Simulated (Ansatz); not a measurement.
This Li structure is the end of a relaxation. The cell was found from a structure generator's guess, not taken from experiment.

These are results of DFT PBE, scalar-relativistic, plane waves, PAW in Ansatz 0.2.0, not measurements. Cutoff 420 eV, Γ-centred mesh, Gaussian smearing, no spin polarisation.

```cif
data_structure
_symmetry_space_group_name_H-M 'P 1'
_symmetry_Int_Tables_number 1
_cell_length_a 2.9776
_cell_length_b 2.9776
_cell_length_c 2.9776
_cell_angle_alpha 111.342
_cell_angle_beta 111.342
_cell_angle_gamma 105.791
_cell_volume 20.26
loop_
_atom_site_label
_atom_site_type_symbol
_atom_site_fract_x
_atom_site_fract_y
_atom_site_fract_z
_atom_site_occupancy
Li1 Li 0.00000 0.00000 0.00000 1
```

Energies count from the standard state of Li at the same level.

(1) Find its symmetry and describe it.

(2) How far does it lie from the standard state of Li?

(3) Is it a metal?

## Answers

(1) I4/mmm (No. 139). Conventional cell: a = 3.358 Å, c = 3.593 Å. Around Li lie 8 Li at 2.98 Å, 4 Li at 3.36 Å and 2 Li at 3.59 Å.

(2) 0.00 eV/atom. It is level with the standard state within the noise.

(3) Yes, bands cross the Fermi level on the 24×24×24 mesh.

The last run used a 24×24×24 mesh for its 1-atom cell and Gaussian smearing of 0.10 eV. For metals, differences of a few meV/atom aren't resolved. This cell was reached by moving the atoms of another relaxed cell at random and relaxing again, last within the group found; it had no such test of its own.
